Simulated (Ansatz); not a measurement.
Structure: SnO2 (I4/m) from a database structure, at its r2SCAN minimum. Space group I4/m (No. 87), tetragonal; conventional cell a = 10.655 Å, c = 3.190 Å, 15.09 Å³ an atom. Sn is surrounded by 6 O at 2.04–2.11 Å; O is surrounded by 3 Sn at 2.04–2.08 Å; O is surrounded by 3 Sn at 2.07–2.11 Å.

```cif
data_structure
_symmetry_space_group_name_H-M 'P 1'
_symmetry_Int_Tables_number 1
_cell_length_a 7.7014
_cell_length_b 7.7014
_cell_length_c 7.7014
_cell_angle_alpha 92.458
_cell_angle_beta 92.458
_cell_angle_gamma 156.096
_cell_volume 181.08
loop_
_atom_site_label
_atom_site_type_symbol
_atom_site_fract_x
_atom_site_fract_y
_atom_site_fract_z
_atom_site_occupancy
Sn1 Sn 0.34954 0.16609 0.51563 1
Sn2 Sn 0.83391 0.34954 0.18344 1
Sn3 Sn 0.16609 0.65046 0.81656 1
Sn4 Sn 0.65046 0.83391 0.48437 1
O1 O 0.15988 0.45880 0.61868 1
O2 O 0.54120 0.15988 0.70108 1
O3 O 0.45880 0.84012 0.29892 1
O4 O 0.84012 0.54120 0.38132 1
O5 O 0.84333 0.79038 0.63371 1
O6 O 0.20962 0.84333 0.05296 1
O7 O 0.15667 0.20962 0.36629 1
O8 O 0.79038 0.15667 0.94704 1
```

4 runs of Ansatz on this cell differ in the functional (and in the settings that go with it). Levels are in eV from each run's valence top; v1 is the last filled band, c1 the first empty one.

Run A, mean stress 0.0 GPa (compression positive):

| point | v4 | v3 | v2 | v1 | c1 | c2 |
| --- | --- | --- | --- | --- | --- | --- |
| Γ | -0.45 | -0.22 | -0.21 | -0.21 | 2.62 | 5.75 |
| X | -0.52 | -0.50 | -0.21 | -0.04 | 3.65 | 4.50 |
| M | -0.50 | -0.50 | -0.18 | 0.00 | 4.67 | 4.67 |
| Z | -0.38 | -0.28 | -0.28 | -0.28 | 6.40 | 6.40 |
| P | -0.65 | -0.30 | -0.30 | -0.09 | 6.43 | 6.71 |
| N | -0.49 | -0.37 | -0.20 | -0.19 | 6.51 | 6.52 |

Run B, mean stress -1.4 GPa (compression positive):

| point | v4 | v3 | v2 | v1 | c1 | c2 |
| --- | --- | --- | --- | --- | --- | --- |
| Γ | -0.29 | -0.20 | -0.20 | -0.19 | 4.39 | 7.71 |
| X | -0.36 | -0.34 | -0.20 | -0.03 | 5.49 | 6.39 |
| M | -0.34 | -0.34 | -0.15 | 0.00 | 6.59 | 6.59 |
| Z | -0.25 | -0.23 | -0.20 | -0.20 | 8.38 | 8.38 |
| P | -0.50 | -0.23 | -0.23 | -0.02 | 8.42 | 8.71 |
| N | -0.35 | -0.30 | -0.13 | -0.11 | 8.50 | 8.51 |

Run C, mean stress +6.1 GPa (compression positive):

| point | v4 | v3 | v2 | v1 | c1 | c2 |
| --- | --- | --- | --- | --- | --- | --- |
| Γ | -0.49 | -0.21 | -0.21 | -0.20 | 2.04 | 5.07 |
| X | -0.53 | -0.53 | -0.21 | -0.03 | 3.07 | 3.89 |
| M | -0.53 | -0.53 | -0.19 | 0.00 | 4.06 | 4.06 |
| Z | -0.41 | -0.30 | -0.30 | -0.30 | 5.66 | 5.66 |
| P | -0.67 | -0.32 | -0.32 | -0.10 | 5.69 | 5.95 |
| N | -0.52 | -0.39 | -0.22 | -0.21 | 5.76 | 5.77 |

Run D, mean stress -1.4 GPa (compression positive):

| point | v4 | v3 | v2 | v1 | c1 | c2 |
| --- | --- | --- | --- | --- | --- | --- |
| Γ | -0.30 | -0.20 | -0.20 | -0.19 | 3.67 | 6.93 |
| X | -0.37 | -0.35 | -0.20 | -0.03 | 4.74 | 5.63 |
| M | -0.35 | -0.35 | -0.15 | 0.00 | 5.83 | 5.83 |
| Z | -0.25 | -0.24 | -0.20 | -0.20 | 7.60 | 7.60 |
| P | -0.51 | -0.24 | -0.24 | -0.03 | 7.64 | 7.93 |
| N | -0.35 | -0.31 | -0.14 | -0.12 | 7.72 | 7.73 |

**Question.** Match the runs to PBE, r2SCAN, HSE06, PBE0.

**Answer.** A is r2SCAN, B is PBE0, C is PBE, D is HSE06. In order of the gap: PBE 2.04, r2SCAN 2.62, HSE06 3.67, PBE0 4.39 eV. The stress vanishes for r2SCAN, which relaxed the cell.

(Simulation; spin polarisation is off.)

Spin-orbit coupling is left out.

The stress of a hybrid is loosely converged in these runs.
